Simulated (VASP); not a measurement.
Crystal: BeTe.

```
Be Te
1.0
     0.00000    2.77000    2.77000
     2.77000    0.00000    2.77000
     2.77000    2.77000    0.00000
Be Te
1 1
Direct
  0.00000 0.00000 0.00000
  0.25000 0.25000 0.25000
```

- Program: VASP 6.6.1
- Task: relaxation of cell and atoms
- Functional: PBEsol
- Potentials or basis: VASP PAW PBE potentials, release 64 (Be, Te)
- Cutoff: 600 eV
- k mesh: 8 × 8 × 8
- Occupations: gaussian, width 0.03 eV
- Spin: no spin polarisation

At the start: pressure 2.5 GPa; volume 21.25 Å³/atom.

**Question.** Where does the relaxation end?

**Answer.** Over 3 steps the energy falls by 6.5 meV/atom and the volume is 22.10 Å³/atom (+4.0 %); space group F-43m (No. 216, to 0.05 Å).

The path:
```tsv
step	energy change (eV)	largest force (eV/Å)	pressure (GPa)	volume (Å³)
1	0.0000	0.0000	2.54	42.51
2	-0.0122	0.0000	-0.55	44.61
3	-0.0129	0.0000	0.00	44.19
```

Final structure:
```
CELL_PARAMETERS angstrom
0.00000 2.80614 2.80614
2.80614 0.00000 2.80614
2.80614 2.80614 0.00000
ATOMIC_POSITIONS crystal
Be 0.00000 0.00000 0.00000
Te 0.25000 0.25000 0.25000
```

Caveat: the PAW data sets were made with another functional, which shifts forces and pressure a little.
